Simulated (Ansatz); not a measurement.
A run of Ansatz 0.2.0:

The input input.yaml:

```yaml
crystal:
  lattice:
    - [2.83632511, 0.0, 0.0]
    - [-1.41816255, 2.4563296, 0.0]
    - [0.0, 0.0, 2.76811278]
  atoms:
    - { symbol: Cu, position: [0.0, 0.0, 0.0] }
    - { symbol: O, position: [0.6666666667, 0.3333333333, 0.5] }
kpoints:
  mp_grid: { grid: [9, 9, 8] }
scf:
  occupations: { method: fermi_dirac, width: 0.05 }
hamiltonian:
  xc: pbe
  pseudopotentials: { kind: all_electron, lapw: { basis_error: 0.002 } }
output:
  forces: true
  stress: true
relax:
  f_tol: 0.01
  max_steps: 60
  cell: {}
```

Potentials or basis: all-electron LAPW, scalar-relativistic.

Command:

```bash
$ ansatz run input.yaml --threads 1 --pin off --max-ram 3072MiB --backend cpu --events-out ev --progress --plain --runs-dir out
```

Hardware: 1 thread of Arm Neoverse V2, with other jobs on the host.

Problem. How long does it take, and how much memory?

Solution. Wall time 41 s on 1 thread of Arm Neoverse V2, with other jobs on the host, peak memory 0.3 GiB. Counts: scf iterations 26, plane waves 279, k points 60, bands 18, ion steps 5.
